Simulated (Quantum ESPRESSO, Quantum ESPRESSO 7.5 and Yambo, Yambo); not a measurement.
# Beyond one shot: BN (Qingsongite)

How far does self-consistency move the gap of BN (Qingsongite)?

Main program and level: Quantum ESPRESSO 7.5 and Yambo 5.3.0; PBE and many-body steps on it, plane waves.

### 1. Set-up

It takes space group F-43m (No. 216, cubic). The conventional cell has a = 3.615 Å, b = 3.615 Å, c = 3.615 Å, α = 90.00°, β = 90.00°, γ = 90.00°. B has 4 N at 1.57 Å nearest. Nearest to N lie 4 B at 1.57 Å. Farther neighbours and most contacts between anions are not listed.

The cell and positions come from the Crystallography Open Database and are kept as given unless a step says otherwise.

### 2. Empty states on the mesh, 6×6×6 mesh, 53 bands

This step: Quantum ESPRESSO 7.5; DFT, PBE, plane waves, norm-conserving pseudopotentials.

The sums over transitions need many empty states on a uniform mesh; this step solves for them.

Contents of pw.in:

```
&control
  calculation = 'nscf'
  prefix = 'x'
  outdir = 'o'
  pseudo_dir = 'pseudo'
/
&system
  ibrav = 0
  nat = 2
  ntyp = 2
  ecutwfc = 72.0
  nbnd = 53
  force_symmorphic = .true.
/
&electrons
  conv_thr = 1e-9
  electron_maxstep = 80
  diago_full_acc = .true.
  diago_thr_init = 5e-6
/
ATOMIC_SPECIES
  B 10.81 B.upf
  N 14.007 N.upf
CELL_PARAMETERS angstrom
  -0.0000000000 1.8075000000 1.8075000000
  1.8075000000 0.0000000000 1.8075000000
  1.8075000000 1.8075000000 -0.0000000000
ATOMIC_POSITIONS crystal
  B 0.0000000000 0.0000000000 0.0000000000
  N 0.2500000000 0.2500000000 0.2500000000
K_POINTS automatic
  6 6 6 0 0 0
```

The run is started by

```sh
OMP_NUM_THREADS=1 mpirun -n 4 pw.x -nk 4 -in pw.in > pw.out
```

The log of the run:

```text
Program PWSCF v.7.5 starts

     This program is part of the open-source Quantum ESPRESSO suite
     for quantum simulation of materials; please cite
         "P. Giannozzi et al., J. Phys.:Condens. Matter 21 395502 (2009);
         "P. Giannozzi et al., J. Phys.:Condens. Matter 29 465901 (2017);
         "P. Giannozzi et al., J. Chem. Phys. 152 154105 (2020);
     in publications or presentations arising from this work. More details at

     Atomic positions and unit cell read from directory:
     o/x.save/

     Message from routine setup:
[...]
k = 0.2357 0.2357-0.2357 (   823 PWs)   bands (ev):

[...]
99.9909 102.6041 107.1840 107.1840 110.7330 115.3606 115.3606 116.8121
   116.8121 117.1977 120.8382 128.5228 128.5228 128.6860 134.4981 134.4981
   135.8030 143.1878 143.1878 144.1308 146.0413

          k =-0.3536-0.3536 0.3536 (   832 PWs)   bands (ev):

     [... further k-points ...]

     highest occupied, lowest unoccupied level (ev):    11.1555   15.6904

     XML data file, pseudopotentials, collected wavefunctions

=------------------------------------------------------------------------------=
   JOB DONE.
=------------------------------------------------------------------------------=
```

Run time: 2 s. Hardware: 4 MPI ranks of Arm Neoverse V1, shared host; peak memory 0.16 GiB; 7.8 s of CPU time.

Numbers from this step:

| Quantity | Value |
| --- | --- |
| gap | 4.535 eV |
| k of the valence top | 0, 0, 0 |
| k of the conduction bottom | 0, -0.5, -0.5 |
| least direct gap | 8.878 eV |
| k points computed | 16 |
| lowest point of the top converged band, above the valence top | 119.7461 eV |

On this mesh the gap is 4.535 eV.

The density comes from a self-consistent run that is not shown.

### 3. Conversion and set-up

This step: Yambo 5.3.0; conversion and set-up on PBE, plane waves, norm-conserving pseudopotentials.

The states are converted to the many-body program's format and the q mesh is built.

The run is started by

```sh
(cd o/x.save; p2y > p2y.log; mv SAVE ../..); yambo > setup.log
```

The log of the run:

```text
 Yambo, version 5.3.0

 [02] CORE Variables Setup
 =========================

  [02.01] Unit cells
  ==================

  Cell kind             :  FCC
  Atoms in the cell     :  B  N
  number of B  atoms    :  1
  number of N  atoms    :  1

  List of atomic masses
  Mass of B     :  10.81000
  Mass of N     :  14.00700

  List of atomic coordinates    : [cc]
  B1       :  0.000000  0.000000  0.000000  order 1
  N1       :  1.707840  1.707840  1.707840  order 2

  Alat factors          :  3.415680  3.415680  3.415680 [a.u.]
  Direct lattice volume :  79.70059 [a.u.]
[...]
Q [ 1]         [rlu]:  0.000000  0.000000  0.000000
 Q [ 2]         [rlu]:  0.14683E-18  0.14683E-18  0.16667
 Q [ 3]         [rlu]: -0.21279E-17 -0.21279E-17  0.33333
[...]
Q [ 8]         [rlu]:  0.44825E-16  0.16667     -0.33333
 Q [ 9]         [rlu]:  0.21279E-17  0.16667     -0.16667
 Q [10]         [rlu]: -0.33909E-16  0.33333      0.33333
     [... 4 further rows ...]
 Q [15]         [rlu]:  0.166667  0.333333 -0.333333
 Q [16]         [rlu]:  0.166667 -0.500000 -0.333333

  [03.01] X indexes
  =================

   [03.01.01] Sigma indexes
   ========================

 [06] Game Over & Game summary
```

Run time: 1.9 s. Hardware: 1 MPI rank; peak memory 0.23 GiB.

### 4. G0W0

Now the one-shot GW correction: screening in the RPA, then the self-energy of the levels asked for.

This step: G0W0 on PBE, plane waves, norm-conserving pseudopotentials.

Contents of gw1.in:

```
HF_and_locXC
gw0
dyson
ppa
em1d
rim_cut
RandQpts= 1000000
RandGvec= 1 RL
EXXRLvcs= 72 Ry
VXCRLvcs= 288 Ry
Chimod= "HARTREE"
% BndsRnXp
 1 | 53 |
%
NGsBlkXp= 15.5 Ry
% LongDrXp
 1 | 1 | 1 |
%
% GbndRnge
 1 | 53 |
%
DysSolver= "n"
ExtendOut
PPAPntXp= 27.21138 eV
% QPkrange
 1 | 16 | 2 | 8 |
%
```

The run is started by

```sh
OMP_NUM_THREADS=1 mpirun -n 4 yambo -F gw1.in -J gw1 -C gw1 > gw1.log
```

The log of the run:

```text
 Yambo, version 5.3.0

 [02] CORE Variables Setup
 =========================

  [... cell, symmetries and grids as in the set-up ...]

  [02.05] Energies & Occupations
  ==============================

  [X] === General ===
  [X] Electronic Temperature                        :  0.000000  0.000000 [eV K]
  [X] Bosonic    Temperature                        :  0.000000  0.000000 [eV K]
  [X] Finite Temperature mode                       : no
  [X] El. density                                   :  0.67737E+24 [cm-3]
  [X] Fermi Level                                   :  11.15554 [eV]

  [X] === Gaps and Widths ===
  [X] Conduction Band Min                           :  4.534823 [eV]
  [X] Valence Band Max                              :  0.000000 [eV]
  [X] Filled Bands                                  :   4
  [X] Empty Bands                                   :    5   53
  [X] Direct Gap                                    :  8.878135 [eV]
  [X] Direct Gap localized at k                     :  1
  [X] Indirect Gap                                  :  4.534823 [eV]
  [X] Indirect Gap between kpts                     :   1  13
  [X] Last valence band width                       :  6.145336 [eV]
  [X] 1st conduction band width                     :  5.828507 [eV]

 [03] Transferred momenta grid and indexing
 ==========================================

 IBZ Q-points                                      :  16
 BZ  Q-points                                      :  216

 K/Q-points units:
 rlu = crystal or reduced units; cc = cartesian coordinates; iku = interal k-units

 Q [ 1]         [rlu]:  0.000000  0.000000  0.000000
 Q [ 2]         [rlu]:  0.14683E-18  0.14683E-18  0.16667
 Q [ 3]         [rlu]: -0.21279E-17 -0.21279E-17  0.33333
 Q [ 4]         [rlu]: -0.10686E-16 -0.10686E-16 -0.50000
 Q [ 5]         [rlu]: -0.16955E-16  0.16667      0.16667
 Q [ 6]         [rlu]:  0.14683E-18  0.16667      0.33333
 Q [ 7]         [rlu]:  0.53383E-16  0.16667      0.50000
 Q [ 8]         [rlu]:  0.44825E-16  0.16667     -0.33333
 Q [ 9]         [rlu]:  0.21279E-17  0.16667     -0.16667
 Q [10]         [rlu]: -0.33909E-16  0.33333      0.33333
     [... 4 further rows ...]
 Q [15]         [rlu]:  0.166667  0.333333 -0.333333
 Q [16]         [rlu]:  0.166667 -0.500000 -0.333333

 [04] Coloumb potential Random Integration (RIM)
 ===============================================

  [04.01] RIM initialization
  ==========================

  * Diagonal components only detected *

  8 x (sBL volume)        :  0.115269 [a.u.]
  sBZ random points       :  1000000
  Points outside the sBZ  :   7996195
  RL volume               :  3.112276 [a.u.]
  Integrated volume       :  3.113757 [a.u.]

  [04.02] RIM integrals
  =====================

  Gamma point sphere radius             :  0.088279 [a.u.]
  Points outside the sphere             :   799659
  [Int_sBZ(q=0) 1/q^2]*(Vol_sBZ)^(-1/3) =:  7.764404
                                 should be <:  7.795600

  Summary of Coulomb integrals for non-metallic bands |Q|[au] RIM/Bare

  Q [1] 0.100000E-4 0.995998 * Q [2] 0.265511 1.064860
  Q [5] 0.306585 1.063764 * Q [9] 0.433577 1.026684
  Q [6] 0.508414 1.019317 * Q [3] 0.531021 1.016823
  Q [10] 0.613171 1.013626 * Q [8] 0.668187 1.011243
  Q [14] 0.685546 1.010640 * Q [7] 0.750978 1.008721
  Q [4] 0.796532 1.007966 * Q [11] 0.796532 1.007972
  Q [12] 0.867154 1.006889 * Q [15] 0.906892 1.006422
  Q [13] 0.919756 1.006154 * Q [16] 0.969508 1.005566

 [05] Dipoles
 ============

  [05.01] Setup: observables and procedures
  =========================================

 [06] Dynamic Dielectric Matrix (PPA)
 ====================================

 [WR./gw1//ndb.pp]---------------------------------------------------------------
  Brillouin Zone Q/K grids (IBZ/BZ)                :   16  216   16  216
  RL vectors                                       :  1211 [WF]
  Coulomb cutoff potential                         : none
  Electronic Temperature                           :  0.000000 [K]
[...]
X band range                                     :    1   53
  X e/h energy range                               : -1.000000 -1.000000 [eV]
  X Time ordering                                  : R
  X Hxc Kernel                                     : HARTREE
  X Drude frequency                                :  0.000000  0.000000
  X poles                                          :  100.0000 [o/o]
  RL vectors in the sum                            :  1211
  [r,Vnl] included                                 : yes
  Field direction                                  :  0.577350E-5  0.577350E-5  0.577350E-5
  BZ energy Double Grid                            : no
  BZ energy DbGd points                            : 0
  BZ Q point size factor                           : -1.000000
  X Optical Averaged directions                    : none

 [07] Local Exchange-Correlation + Non-Local Fock
 ================================================

 [VXC] Plane waves :   6615
 [EXS] Plane waves :   893

 QP @ state[ 1 ] K range:   1  16
 QP @ state[ 1 ] b range:   2   8

 [xc] Functional : Perdew, Burke & Ernzerhof(X)+Perdew, Burke & Ernzerhof(C)
 [xc] LIBXC used to calculate xc functional
  PP Number of Atomic Species                      :  2
  NLCC RL compoments                               :   6615
  PP Number of Atomic Species                      :  2
  NLCC RL compoments                               :   6615

 [xc] E_xc :  -3.729117 [Ha]
      E_xc :  -7.458233 [Ry]

  Local XC kind (lXC) : Perdew, Burke & Ernzerhof(X)+Perdew, Burke & Ernzerhof(C)
  Non-Local XC kind (nlXC) : Hartree-Fock

  Corrections @ K [1] :  [eV]
 <2|nlXC|2> = -21.98566 -0.31971E-17 <2|lXC|2> = -18.52042  0.47204E-16
 <3|nlXC|3> = -21.98561  0.25718E-16 <3|lXC|3> = -18.52042  0.37763E-15
 <4|nlXC|4> = -21.98565 -0.38388E-17 <4|lXC|4> = -18.52042 -0.47204E-16
 <5|nlXC|5> = -7.169050  0.46638E-17 <5|lXC|5> = -13.77758  0.18882E-15
 <6|nlXC|6> = -7.169071 -0.27619E-17 <6|lXC|6> = -13.77758  0.000000
 <7|nlXC|7> = -7.169086 -0.70816E-18 <7|lXC|7> = -13.77758 -0.18882E-15
[...]
Corrections @ K [2] :  [eV]
[...]
Corrections @ K [3] :  [eV]
[...]
Corrections @ K [4] :  [eV]
[...]
Corrections @ K [5] :  [eV]
[...]
[... 10 further k-points ...]
  Corrections @ K [16] :  [eV]
[...]
<6|nlXC|6> = -6.813992  0.15269E-18 <6|lXC|6> = -13.58790 -0.59005E-16
 <7|nlXC|7> = -6.641988  0.16053E-17 <7|lXC|7> = -15.25128 -0.29503E-16
 <8|nlXC|8> = -6.655909 -0.46850E-19 <8|lXC|8> = -15.63395  0.91458E-16

  [07.01] Hartree-Fock occupations report
  =======================================

  [Hartree-Fock] === General ===
  [Hartree-Fock] Electronic Temperature             :  0.000000  0.000000 [eV K]
  [Hartree-Fock] Bosonic    Temperature             :  0.000000  0.000000 [eV K]
  [Hartree-Fock] Finite Temperature mode            : no
  [Hartree-Fock] El. density                        :  0.67737E+24 [cm-3]
  [Hartree-Fock] Fermi Level                        :  11.15554 [eV]

  [Hartree-Fock] === Gaps and Widths ===
  [Hartree-Fock] Conduction Band Min                :  9.694050 [eV]
  [Hartree-Fock] Valence Band Max                   : -3.465227 [eV]
  [Hartree-Fock] Filled Bands                       :   4
  [Hartree-Fock] Empty Bands                        :    5   53
  [Hartree-Fock] Direct Gap                         :  18.95189 [eV]
  [Hartree-Fock] Direct Gap localized at k          :  1
  [Hartree-Fock] Indirect Gap                       :  13.15928 [eV]
  [Hartree-Fock] Indirect Gap between kpts          :   1  13
  [Hartree-Fock] Last valence band width            :  7.898261 [eV]
  [Hartree-Fock] 1st conduction band width          :  7.848589 [eV]

 [08] Dyson equation: Newton solver
 ==================================

  [08.01] G0W0 (W PPA)
  ====================

  [  GW  ] Bands range     :    1   53
  [GW/PPA] G damping       :  0.100000 [eV]

  QP @ state[ 1 ] K range:   1  16
  QP @ state[ 1 ] b range:   2   8

   Sc/G bands                                       :    1   53
   Sc/G damping                                     :  0.100000 ev
   Sc bands terminator                              : no
   Sx RL components                                 :   893

   QP @ state[ 1 ] K range                          :   1  16
   QP @ state[ 1 ] b range                          :   2   8
   GF energies kind                                 : Perdew, Burke & Ernzerhof(X)+Perdew, Burke & Ernzerhof(C)
   GF WF`s kind                                     : Perdew, Burke & Ernzerhof(X)+Perdew, Burke & Ernzerhof(C)
   Xs energies kind                                 : Perdew, Burke & Ernzerhof(X)+Perdew, Burke & Ernzerhof(C)
   Xs WF`s kind                                     : Perdew, Burke & Ernzerhof(X)+Perdew, Burke & Ernzerhof(C)

 [11] Game Over & Game summary
```

Elapsed: 2.1 min, on 4 MPI ranks; peak memory 1.2 GiB.

Numbers from this step:

* G0W0 gap on the mesh: 5.947 eV
* starting gap on the mesh: 4.535 eV
* k of the valence top: 0, 0, 0
* k of the conduction bottom: 0, -0.5, -0.5
* least direct G0W0 gap on the computed points: 10.88 eV
* Z at the valence top: 0.8281
* Z at the conduction bottom: 0.8544

The gap on the mesh goes from 4.53 eV to 5.95 eV, a correction of +1.41 eV.

### 5. evGW0, cycle 1

This step: evGW0 on PBE, plane waves, norm-conserving pseudopotentials.

gw2.in, as its differences from gw1.in of step 4:

```diff
@@ -27 +27,2 @@
 %
+GfnQPdb= "E < ./gw1/ndb.QP"
```

The run is started by

```sh
OMP_NUM_THREADS=1 mpirun -n 4 yambo -F gw2.in -J gw2,gw1_W -C gw2 > gw2.log
```

The log of the run:

```text
 Yambo, version 5.3.0

 [02] CORE Variables Setup
 =========================

  [... cell, symmetries and grids as in the set-up ...]

  [02.05] Energies & Occupations
  ==============================

  [X] === General ===
  [X] Electronic Temperature                        :  0.000000  0.000000 [eV K]
  [X] Bosonic    Temperature                        :  0.000000  0.000000 [eV K]
  [X] Finite Temperature mode                       : no
  [X] El. density                                   :  0.67737E+24 [cm-3]
  [X] Fermi Level                                   :  11.15554 [eV]

  [X] === Gaps and Widths ===
  [X] Conduction Band Min                           :  4.534823 [eV]
  [X] Valence Band Max                              :  0.000000 [eV]
  [X] Filled Bands                                  :   4
  [X] Empty Bands                                   :    5   53
  [X] Direct Gap                                    :  8.878135 [eV]
  [X] Direct Gap localized at k                     :  1
  [X] Indirect Gap                                  :  4.534823 [eV]
  [X] Indirect Gap between kpts                     :   1  13
  [X] Last valence band width                       :  6.145336 [eV]
  [X] 1st conduction band width                     :  5.828507 [eV]

 [03] Transferred momenta grid and indexing
 ==========================================

 IBZ Q-points                                      :  16
 BZ  Q-points                                      :  216

 K/Q-points units:
 rlu = crystal or reduced units; cc = cartesian coordinates; iku = interal k-units

 Q [ 1]         [rlu]:  0.000000  0.000000  0.000000
 Q [ 2]         [rlu]:  0.14683E-18  0.14683E-18  0.16667
 Q [ 3]         [rlu]: -0.21279E-17 -0.21279E-17  0.33333
[...]
[G+QP] Empty Bands                                :    5   53
  [G+QP] Direct Gap                                 :  10.88084 [eV]
  [G+QP] Direct Gap localized at k                  :  1
  [G+QP] Indirect Gap                               :  5.947127 [eV]
  [G+QP] Indirect Gap between kpts                  :   1  13
  [G+QP] Last valence band width                    :  6.740112 [eV]
  [G+QP] 1st conduction band width                  :  6.550177 [eV]

  [coarse-grid] Minimum Bare Gap        [ev]:  4.534823
  [coarse-grid] Minimum Gap Correction  [ev]:  1.412304

  Eqp @ K [ 1]
   -22.3278    -0.130660E-3   0.00000    -0.235617E-4   10.8808      10.8808      10.8808      12.0608
  Eqp @ K [ 2]
  -21.58854  -3.37492  -0.68933  -0.68933  11.21806  11.86862  11.86870  14.34830
  Eqp @ K [ 3]
  -19.53137  -8.68790  -1.74091  -1.74088  11.66792  12.83054  12.83051  16.84874
[...]
Eqp @ K [ 8]
  -18.15320  -9.65774  -4.76362  -2.29071  11.84496  14.01035  13.92270  17.50126
  Eqp @ K [ 9]
  -20.40073  -5.57796  -3.70268  -0.95701  12.49728  12.46204  13.03019  15.52936

 [07] Dipoles
 ============

  [07.01] Setup: observables and procedures
  =========================================

 [08] Dynamic Dielectric Matrix (PPA)
 ====================================

   Sc/G bands                                       :    1   53
   Sc/G damping                                     :  0.100000 ev
   Sc bands terminator                              : no
   Sx RL components                                 :   893

   QP @ state[ 1 ] K range                          :   1  16
   QP @ state[ 1 ] b range                          :   2   8
   GF energies kind                                 : Perdew, Burke & Ernzerhof(X)+Perdew, Burke & Ernzerhof(C)+ E < ./gw1/ndb.QP + @E Fit
   GF WF`s kind                                     : Perdew, Burke & Ernzerhof(X)+Perdew, Burke & Ernzerhof(C)
   Xs energies kind                                 : Perdew, Burke & Ernzerhof(X)+Perdew, Burke & Ernzerhof(C)
   Xs WF`s kind                                     : Perdew, Burke & Ernzerhof(X)+Perdew, Burke & Ernzerhof(C)

 [13] Game Over & Game summary
```

Elapsed: 1.9 min, on 4 MPI ranks; peak memory 1.2 GiB; 7.6 min of CPU time.

Numbers from this step:

* quasiparticle gap on the mesh: 6.104 eV
* gap of the density functional on the mesh: 4.535 eV
* k of the valence top: 0, 0, 0
* k of the conduction bottom: 0, -0.5, -0.5
* least direct quasiparticle gap on the computed points: 11.13 eV
* Z at the valence top: 0.8333
* Z at the conduction bottom: 0.8650

Against G0W0 in Yambo (6×6×6 mesh, 53 bands, screening to 210.9 eV, Godby-Needs plasmon pole), the gap moves by +0.157 eV.

The program's own table gives 6.295 eV, which is too large where the input levels are shifted: this version takes Σc at the unshifted level E₀, yet steps from the shifted one. The value above is the Newton step from E₀, E₀ + Z(Σc + Σx − Vxc), rebuilt from the printed columns.

### 6. evGW0, cycle 2

The corrected levels of the last cycle go back in.

gw3.in, as its differences from gw2.in of step 5:

```diff
@@ -27,2 +27,2 @@
 %
-GfnQPdb= "E < ./gw1/ndb.QP"
+GfnQPdb= "E < ./gw2_fix/ndb.QP"
```

The run is started by

```sh
OMP_NUM_THREADS=1 mpirun -n 4 yambo -F gw3.in -J gw3,gw1_W -C gw3 > gw3.log
```

The log of the run:

```text
 Yambo, version 5.3.0

 [02] CORE Variables Setup
 =========================

  [... cell, symmetries and grids as in the set-up ...]

  [02.05] Energies & Occupations
  ==============================

  [X] === General ===
  [X] Electronic Temperature                        :  0.000000  0.000000 [eV K]
  [X] Bosonic    Temperature                        :  0.000000  0.000000 [eV K]
  [X] Finite Temperature mode                       : no
  [X] El. density                                   :  0.67737E+24 [cm-3]
[...]
Sx RL components                                 :   893

   QP @ state[ 1 ] K range                          :   1  16
   QP @ state[ 1 ] b range                          :   2   8
   GF energies kind                                 : Perdew, Burke & Ernzerhof(X)+Perdew, Burke & Ernzerhof(C)+ E < ./gw1/ndb.QP + @E Fit+ E < ./gw2_fix/
   GF WF`s kind                                     : Perdew, Burke & Ernzerhof(X)+Perdew, Burke & Ernzerhof(C)
   Xs energies kind                                 : Perdew, Burke & Ernzerhof(X)+Perdew, Burke & Ernzerhof(C)
   Xs WF`s kind                                     : Perdew, Burke & Ernzerhof(X)+Perdew, Burke & Ernzerhof(C)

 [13] Game Over & Game summary
```

Wall time 1.9 min (4 MPI ranks); peak memory 1.2 GiB; 7.6 min of CPU time.

This step gave:

```yaml
quasiparticle_gap_on_the_mesh: 6.123 eV
gap_of_the_density_functional_on_the_mesh: 4.535 eV
k_of_the_valence_top: 0, 0, 0
k_of_the_conduction_bottom: 0, -0.5, -0.5
least_direct_quasiparticle_gap_on_the_computed_points: 11.17 eV
```

Against the cycle before, the gap moves by +0.019 eV.

The program's own table gives 6.333 eV, which is too large where the input levels are shifted: this version takes Σc at the unshifted level E₀, yet steps from the shifted one. The value above is the Newton step from E₀, E₀ + Z(Σc + Σx − Vxc), rebuilt from the printed columns.

(Part 1 of 2 ends here.)

[Paths, hosts, dates, memory and timing lines, banners, echoed tables and standing remarks are left out of the program output.]

[Logs are printed without paths, hosts, clocks, repeated set-up lines and the standing remarks that a program may print on its own settings, such as how far it seeks lower states.]

[Runs of the session that timed out or met a known fault of the program may be left out.]

[Hosts, paths, dates, database ids (printed as entryN), source tags and the programs' standing remarks are cut or masked in the printed files.]
